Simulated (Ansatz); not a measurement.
## CdSe, one cell by several methods

```yaml
crystal:
  lattice:
    - [0.00000, 3.13168, 3.07027]
    - [3.13168, 0.00000, 3.07027]
    - [3.13168, 3.13168, 0.00000]
  atoms:
    - { symbol: Cd, position: [0.00000, 0.00000, 0.00000] }
    - { symbol: Se, position: [0.25000, 0.25000, 0.25000] }
```

Atoms are numbered in the order listed.

The cell is the one relaxed in the Materials Project (mp-2691), not relaxed further here; entries there can be hypothetical. The listed cell was then made from it by scaling, straining or moving an atom.

Methods: DFT, LDA, PAW with Ansatz's default frozen-core files, scalar-relativistic (Ansatz 0.2.0); DFT, LDA, all-electron PAW with datasets made for the crystal, scalar-relativistic (Ansatz 0.2.0); DFT, LDA, all-electron LAPW, scalar-relativistic (Ansatz 0.2.0).

For PAW: a Γ-centred 8×8×8 k mesh, Fermi–Dirac smearing of 0.03 eV, cutoff 420 eV, no spin polarisation; the PAW files were made with PBE, and the program remakes their frozen cores for this functional. The crystal-made all-electron datasets (AE datasets) take a cutoff of 240 eV at this cell. LAPW targets a basis error of 1 meV/atom. The Ansatz runs share mesh, smearing and spin set-up. Plane-wave (PAW) pressures include the program's estimate of the Pulay term.

Stress and pressure are positive in compression.

The change that made this cell: equal xx and yy strain of +2 %.

No spin–orbit coupling: at heavy atoms the gradients can be off by tens of per cent for that reason.

```tsv
quantity	PAW	AE datasets	LAPW
pressure (GPa)	-4.77	-4.76	-4.76
stress xx (GPa)	-4.92	-4.91	-4.91
stress zz (GPa)	-4.47	-4.46	-4.46
band gap (eV)	0.156	0.154	0.154
field gradient Vzz at Cd1 (10²¹ V/m²)	0.56	0.57	–
field gradient Vzz at Se2 (10²¹ V/m²)	-0.75	-0.77	–
```
